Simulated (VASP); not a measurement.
ZnSiP2, 8 atoms in the cell. The structure is tetragonal, space group I-42d (No. 122). Conventional cell: a = 5.358 Å, b = 5.358 Å, c = 10.444 Å, α = 90.00°, β = 90.00°, γ = 90.00°. Around Zn (site symmetry -4) lie 4 P at 2.35 Å. Si (site symmetry -4) has 4 P at 2.26 Å as nearest neighbours. P (site symmetry 2) has 2 Si at 2.26 Å and 2 Zn at 2.35 Å as nearest neighbours. The cell is a database's computed one.

```yaml
Program: VASP 6.6.1
Task: single point
Functional: PBEsol
Potentials_or_basis: VASP PAW PBE potentials, release 64 (Zn, Si, P)
Cutoff: 520 eV
k_mesh: 12 × 12 × 12
Occupations: gaussian, width 0.02 eV
Spin: no spin polarisation
Further_INCAR_settings: ALGO = Normal; EDIFF = 1e-07
```

Potentials or basis: VASP PAW PBE potentials, release 64 (Zn, Si, P).

Command:

```console
$ cat potpaw_PBE.64/Zn/POTCAR potpaw_PBE.64/Si/POTCAR potpaw_PBE.64/P/POTCAR > POTCAR
$ mpirun -np 1 vasp_std > vasp.out
```

Hardware: 1 thread of Intel(R) Xeon(R) Platinum 8488C (Sapphire Rapids), on a shared host.

Problem. Estimate the wall time of this run.

Solution. Run time: 21 min on 1 thread of Intel(R) Xeon(R) Platinum 8488C (Sapphire Rapids), on a shared host, peak memory 0.79 GiB. Counts: scf iterations 16, k points 163.
